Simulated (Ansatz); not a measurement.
# Zr (P6_3/mmc) in Ansatz: phonons with PBEsol

Aim: the phonons of Zr with PBEsol.

All numbers are computed with Ansatz 0.2.0; they aren't measurements. Logs are shortened: lines on timing, memory, paths and dates and some standing lists are left out, and cuts for length are marked.

### 1 The crystal as given

Symmetry: P6_3/mmc, No. 194, hexagonal system. The conventional cell has a = 3.232 Å, b = 3.232 Å, c = 5.147 Å, α = 90.00°, β = 90.00°, γ = 120.00°. Zr (site symmetry -6m2) has 12 Zr at 3.18 to 3.23 Å as nearest neighbours.

### 2 Phonons, PBEsol

File input.yaml:

```yaml
crystal:
  lattice:
    - [3.232, 0.0, 0.0]
    - [-1.616, 2.798994105, 0.0]
    - [0.0, 0.0, 5.147]
  atoms:
    - { symbol: Zr, position: [0.6666666667, 0.3333333333, 0.75] }
    - { symbol: Zr, position: [0.3333333333, 0.6666666667, 0.25] }
kpoints:
  mp_grid: { grid: [7, 7, 4] }
scf:
  occupations: { method: fermi_dirac, width: 0.05 }
hamiltonian:
  xc: pbesol
  pseudopotentials: { kind: all_electron, lapw: { basis_error: 0.001 } }
output: {}
phonons:
  method: fd
  supercell: [1, 1, 1]
```

Potentials or basis: all-electron LAPW, scalar-relativistic.

The run is started by

```
> ansatz run input.yaml --threads 1 --pin off --max-ram 3072MiB --backend cpu --events-out ev --progress --plain --runs-dir out
```

The log of the run:

```text
Warning: RAYON_NUM_THREADS=1 ignored (pool sized by the plan → 1); use --threads N
LAPW: plane waves up to 6.937 Å⁻¹, error target 1.0e-3 eV per atom; small_component_spin mean_spin; Zr in spheres of 1.542 Å, 22 of its electrons in bands, Dirac shells [] (how accurate: hamiltonian.pseudopotentials.lapw.basis_error, Limitations)
Engine: ansatz 0.2.0, x86_64-unknown-linux-gnu
Pseudopotentials: kind: all_electron
Pseudopotential: Zr, LAPW, valence charge 22, lapw/all_electron/scalar/gaussian/Zr, Koelling and Harmon's equation, gaussian nucleus
Functional definition: PBEsol
  exchange = pbesol_x
  correlation = pbesol_c
Crystal: 2 atoms, lattice volume = 46.562 Å³
Basis set: ecut = 183.33541796458124 eV, 263 PW (Γ), exchange–correlation at level 2
Bands: 27, of which v1, the nominal top of the filled ones, is band 22 counted from 1 (21 counted from 0)
Symmetry: 24 space group operations
k-points: 24 of 196
Non-local potential: Zr, projectors of the file, none
Initial density: superposition of atomic densities (chi_scale 0.1, normalization cell)
Initial wavefunctions: plane waves of lowest kinetic energy (no species holds an atomic orbital)
Functional: x = pbesol(κ = 0.804, μ = 0.12345679012345678), c = pbesol(β = 0.046)
iter 1 solved again at ethr=4.21e-4 eV; its pass at ethr=1.00e-1 eV (dr2=1.85e-1 eV) is discarded
SCF iter   1: F=—  HF=-195744.041362 eV  |F-HF|=—  |Δ(HF+E_count)|=         —  Δρ=2.04e-2  dr2=1.86e-1  ethr=4.21e-4  ⟨swp⟩=2.5  Hψ=4272  notcnv=0
preconditioner: auto → Kerker (q_TF=auto, 2.703 Å⁻¹)  [metal: Δε(μ)=0.084 eV  Ē_g=3.806 eV  σ=0.050 eV  W_gap=0.37  n_scr=22 (ndim 8)  ℏωp=15.4 eV  f_vac=0.000  D(μ)=2.31/eV (n_scr^D=22)]
SCF iter   2: F=—  HF=-195743.863050 eV  |F-HF|=—  |Δ(HF+E_count)|=   1.78e-1  Δρ=1.18e-2  dr2=7.13e-2  ethr=4.21e-4  ⟨swp⟩=2.0  Hψ=2113  notcnv=0
SCF iter   3: F=—  HF=-195743.845983 eV  |F-HF|=—  |Δ(HF+E_count)|=   1.71e-2  Δρ=6.18e-3  dr2=2.16e-2  ethr=1.62e-4  ⟨swp⟩=2.0  Hψ=2008  notcnv=0
iter 4 solved again at ethr=3.74e-6 eV; its pass at ethr=4.90e-5 eV (dr2=1.64e-3 eV) is discarded
SCF iter   4: F=—  HF=-195743.843104 eV  |F-HF|=—  |Δ(HF+E_count)|=         —  Δρ=1.61e-3  dr2=1.64e-3  ethr=3.74e-6  ⟨swp⟩=2.0  Hψ=3343  notcnv=0
the basis was enlarged: its passes take 307.5 KiB over the memory plan, 1 of 1 planned eigensolver slots
SCF iter   5: F=—  HF=-195743.842837 eV  |F-HF|=—  |Δ(HF+E_count)|=   2.67e-4  Δρ=4.48e-4  dr2=1.12e-4  ethr=3.74e-6  ⟨swp⟩=2.0  Hψ=2009  notcnv=0
SCF iter   6: F=—  HF=-195743.842841 eV  |F-HF|=—  |Δ(HF+E_count)|=   3.94e-6  Δρ=1.67e-4  dr2=1.73e-5  ethr=2.54e-7  ⟨swp⟩=2.0  Hψ=2009  notcnv=0
SCF iter   7: F=—  HF=-195743.842839 eV  |F-HF|=—  |Δ(HF+E_count)|=   1.54e-6  Δρ=2.28e-5  dr2=3.77e-7  ethr=3.94e-8  ⟨swp⟩=2.0  Hψ=2009  notcnv=0
SCF iter   8: F=—  HF=-195743.842839 eV  |F-HF|=—  |Δ(HF+E_count)|=   7.49e-8  Δρ=9.11e-6  dr2=4.05e-8  ethr=8.58e-10  ⟨swp⟩=2.4  Hψ=2020  notcnv=0
SCF iter   9: F=—  HF=-195743.842839 eV  |F-HF|=—  |Δ(HF+E_count)|=   1.24e-8  Δρ=1.81e-6  dr2=1.39e-9  ethr=9.21e-11  ⟨swp⟩=2.4  Hψ=2022  notcnv=0
SCF iter  10: F=-195743.842839 eV  HF=-195743.842839 eV  |F-HF|=2.91e-10  |Δ(HF+E_count)|=   2.15e-9  Δρ=3.94e-7  dr2=5.07e-11  ethr=3.17e-12  ⟨swp⟩=2.8  Hψ=2045  notcnv=0
SCF 1 converged in 10 iterations: F = -195743.842839 eV  dr2 = 5.07e-11
Symmetry: 1 space group operations
k-points: 99 of 196 (time reversal used)
Initial density: handed on by an earlier stage of this run
Initial wavefunctions: plane waves of lowest kinetic energy (no species holds an atomic orbital; no wavefunctions were taken with the density)
iter 1 solved again at ethr=1.88e-6 eV; its pass at ethr=1.00e-1 eV (dr2=8.26e-4 eV) is discarded
SCF iter   1: F=—  HF=-195743.842955 eV  |F-HF|=—  |Δ(HF+E_count)|=         —  Δρ=5.73e-4  dr2=8.23e-4  ethr=1.88e-6  ⟨swp⟩=4.3  Hψ=20637  notcnv=0
preconditioner: auto → Kerker (q_TF=auto, 2.703 Å⁻¹)  [metal: Δε(μ)=0.006 eV  Ē_g=3.652 eV  σ=0.050 eV  W_gap=0.03  n_scr=22 (ndim 8)  ℏωp=15.4 eV  f_vac=0.000  D(μ)=2.61/eV (n_scr^D=22)]
SCF iter   2: F=—  HF=-195743.842857 eV  |F-HF|=—  |Δ(HF+E_count)|=   9.76e-5  Δρ=3.75e-4  dr2=3.63e-4  ethr=1.87e-6  ⟨swp⟩=2.0  Hψ=8307  notcnv=0
iter 3 solved again at ethr=3.41e-8 eV; its pass at ethr=8.24e-7 eV (dr2=1.50e-5 eV) is discarded
SCF iter   3: F=—  HF=-195743.842783 eV  |F-HF|=—  |Δ(HF+E_count)|=   7.44e-5  Δρ=7.65e-5  dr2=1.49e-5  ethr=3.41e-8  ⟨swp⟩=2.0  Hψ=13896  notcnv=0
SCF iter   4: F=—  HF=-195743.842780 eV  |F-HF|=—  |Δ(HF+E_count)|=   2.79e-6  Δρ=3.44e-5  dr2=2.18e-6  ethr=3.38e-8  ⟨swp⟩=3.0  Hψ=8588  notcnv=0
SCF iter   5: F=—  HF=-195743.842779 eV  |F-HF|=—  |Δ(HF+E_count)|=   4.04e-7  Δρ=1.85e-5  dr2=3.93e-7  ethr=4.95e-9  ⟨swp⟩=2.0  Hψ=8307  notcnv=0
SCF iter   6: F=—  HF=-195743.842779 eV  |F-HF|=—  |Δ(HF+E_count)|=   6.57e-8  Δρ=8.78e-6  dr2=5.50e-8  ethr=8.93e-10  ⟨swp⟩=2.0  Hψ=8307  notcnv=0
SCF iter   7: F=—  HF=-195743.842779 eV  |F-HF|=—  |Δ(HF+E_count)|=   1.56e-8  Δρ=1.80e-6  dr2=2.15e-9  ethr=1.25e-10  ⟨swp⟩=2.5  Hψ=8373  notcnv=0
SCF iter   8: F=-195743.842779 eV  HF=-195743.842779 eV  |F-HF|=2.91e-11  |Δ(HF+E_count)|=  4.07e-10  Δρ=3.54e-7  dr2=8.26e-11  ethr=4.88e-12  ⟨swp⟩=2.6  Hψ=8390  notcnv=0
SCF 2 converged in 8 iterations: F = -195743.842779 eV  dr2 = 8.26e-11
SCF converged after 10 iterations
Free energy (F): -195743.842839 eV
Harris-Foulkes:  -195743.842839 eV  (|F-HF|=2.91e-10)
Internal energy: -195743.821143 eV  (E = F + TS)
E sigma→0 (E₀):  -195743.831991 eV
Entropy (-TS):   -0.021697 eV (-10.848 meV/atom)
Fermi energy:    15.706317 eV
--- Per-component energies (eV) ---
  E_band       = -3214.086413
  E_kinetic    = 202165.329715
  E_xc         = -6109.419047
  E_electrostatic = -391799.731811  (all electrons and nuclei)
  E_smearing   = -0.021697  (= −TS)
  E_closure    = 0.000000  (closes the sum)
  E_atoms      = -195728.168184  (free atoms, spherical and without spin; not in F)
  Σ components = -195743.842839   (vs F -195743.842839, Δ=0.00e0)
  Basis errors (estimates in eV, not in F): energy 1.9e-4 per atom: plane waves 1.5e-4 (8.2e-5 summed), levels above the bands 2.2e-20, relativity 1.8e-8, radial functions 3.9e-5, core shells 1.4e-6; eigenvalues (radial functions only) 3.9e-7; not estimated: angular momenta, meshes, grids; target (lapw.basis_error) 1.0e-3; muffin-tin radii Zr 1.542 Å
--- Forces (eV/Å), atoms counted from 1 ---
  atom   1  Zr     0.00000000    -0.00000000     0.00000000
  atom   2  Zr    -0.00000000     0.00000000     0.00000000
  max |Σ_I F_I| component: 9.25e-17 eV/Å
--- Band table (eV; the first three rows and the last of 24) ---
  k-point 0: bands = ["-153.0609", "-153.0609", "-153.0609", "-153.0609", "-153.0589", "-153.0589", "-153.0344", "-153.0344", "-153.0344", "-153.0344", "-33.0802", "-32.9236", "-11.6394", "-10.7613", "-10.7613", "-10.6205", "-10.6179", "-10.6179", "9.9747", "12.6043", "16.4998", "16.4998", "16.6551", "16.8277", "17.1950", "17.1950", "17.7721"]
  k-point 1: bands = ["-153.0609", "-153.0609", "-153.0609", "-153.0609", "-153.0589", "-153.0589", "-153.0344", "-153.0344", "-153.0344", "-153.0344", "-33.0576", "-32.9469", "-11.4988", "-10.7793", "-10.7405", "-10.7405", "-10.6391", "-10.6391", "10.4822", "12.5133", "16.0720", "16.2828", "16.3267", "16.3267", "16.8590", "16.8590", "18.4547"]
  k-point 2: bands = ["-153.0609", "-153.0609", "-153.0609", "-153.0609", "-153.0589", "-153.0589", "-153.0344", "-153.0344", "-153.0344", "-153.0344", "-33.0026", "-33.0026", "-11.1480", "-11.1480", "-10.6900", "-10.6900", "-10.6900", "-10.6900", "11.6863", "11.6863", "15.6915", "15.6915", "16.4028", "16.4028", "16.4028", "16.4028", "19.5968"]
  k-point 23: bands = ["-153.0609", "-153.0609", "-153.0609", "-153.0609", "-153.0589", "-153.0589", "-153.0344", "-153.0344", "-153.0344", "-153.0344", "-32.9095", "-32.9095", "-11.4243", "-11.4243", "-11.1180", "-11.1180", "-10.7850", "-10.7850", "13.7648", "13.7648", "14.7962", "14.7962", "15.5863", "15.5863", "17.5852", "17.5852", "20.2594"]
--- Phonons: 1 displaced member + reference (amplitude 0.01 Å, Σ member SCF iterations 8) ---
  symmetry images taken by strict's conditions (phonons.symmetry_images: auto; settled by no image being taken that strict refuses)
  ASR residual: 1.773e-5 → 0.000e0 eV/Å²; symmetrization residual: 1.332e-15 eV/Å²
  largest component of a force at the reference: 1.1e-16 eV/Å
  ASR residual per site (eV/Å²): 1.77e-5 1.77e-5
  Γ frequencies (cm⁻¹): 0.00 0.00 0.00 49.77 49.77 128.37
  density of states and harmonic sums: on the 22×22×12 q-mesh, interpolated from the force constants of a 1×1×1 supercell (no non-analytic term)
  largest difference from the sums on the solved wave vectors: F 8.09e-1 eV, S 1.07e-3 and C_V 2.58e-4 eV/K
  zero-point energy: 0.019477 eV/cell   skipped modes (ω ≤ 0): 3   left out of the sums: 8.61e-5 of the cell's modes: C_V's classical limit lies that fraction below 3 k_B per atom; for a crystal, a wire or a layer, F and S can be off by more, and a phonons.interpolated_qmesh denser along its periods is the remedy for the sampling
```

Wall time 78 s (1 thread of Intel Xeon at 2.50GHz (Skylake/Cascade Lake), shared host); peak memory 0.42 GiB.

What came out:

* Free energy: -195743.8428 eV
* Band gap on the k mesh: none (metal or under the smearing width)
* Highest phonon frequency at Γ: 128 cm⁻¹

Phonon frequencies in cm⁻¹ (negative: imaginary):
| q point | frequencies |
| --- | --- |
| (0.000, 0.000, 0.000) | 0 0 0 50 50 128 |

Caveat: the k mesh is thin for a metal, which can move the energy by tens of meV per atom; a metal's response needs a denser mesh.
